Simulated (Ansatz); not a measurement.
# Calculated quadrupolar parameters for Si3N4 under strain

The cell is an entry of the Crystallography Open Database (COD), relaxed with PBE at fixed cell and then changed (z stretched by 1 %, ions relaxed).

```cif
data_structure
_symmetry_space_group_name_H-M 'P 1'
_symmetry_Int_Tables_number 1
_cell_length_a 7.5950
_cell_length_b 7.5950
_cell_length_c 2.9313
_cell_angle_alpha 90.000
_cell_angle_beta 90.000
_cell_angle_gamma 120.000
_cell_volume 146.44
loop_
_atom_site_label
_atom_site_type_symbol
_atom_site_fract_x
_atom_site_fract_y
_atom_site_fract_z
_atom_site_occupancy
Si1 Si 0.76817 0.17390 0.32563 1
Si2 Si 0.59427 0.76817 0.82563 1
Si3 Si 0.82610 0.59427 0.32563 1
Si4 Si 0.23183 0.82610 0.82563 1
Si5 Si 0.40573 0.23183 0.32563 1
Si6 Si 0.17390 0.40573 0.82563 1
N7 N 0.03063 0.32980 0.32563 1
N8 N 0.70083 0.03063 0.82563 1
N9 N 0.67020 0.70083 0.32563 1
N10 N 0.96937 0.67020 0.82563 1
N11 N 0.29917 0.96937 0.32563 1
N12 N 0.32980 0.29917 0.82563 1
N13 N 0.33333 0.66667 0.82562 1
N14 N 0.66667 0.33333 0.32562 1
```

Atoms are numbered from 1 in the order listed; like atoms form one site, named after its first atom.

The numbers come from a DFT calculation in Ansatz (PBE, plane waves and PAW, scalar-relativistic, 420 eV cutoff, Γ-centred 4×4×10 k-points, Fermi–Dirac smearing 0.02 eV).

C_Q = eQV_zz/h, which is 24.18 MHz for Q = 1 b and V_zz = 10²¹ V/m²; η = (V_xx − V_yy)/V_zz. ν_Q = 3|C_Q|/[2I(2I − 1)].

¹⁴N: I = 1, Q = 20.44 mb. Q values from Pyykkö, Mol. Phys. 116, 1328 (2018).

```csv
site,atoms (order as listed),first shell,C_Q (MHz),η,ν_Q (MHz)
N7,"7, 8, 9, 10, 11, 12",3 Si at 1.74 Å,-2.48,0.14,3.72
N13,"13, 14",3 Si at 1.73 Å,-2.41,0.00,3.62
```

An axis of threefold or higher order runs through N13, so V_zz lies along it and η is zero. At N7 V_zz stands upright on the plane through its three neighbours (within 3°).

Si has no stable isotope with a ground-state quadrupole moment in the table, so these sites are left out.
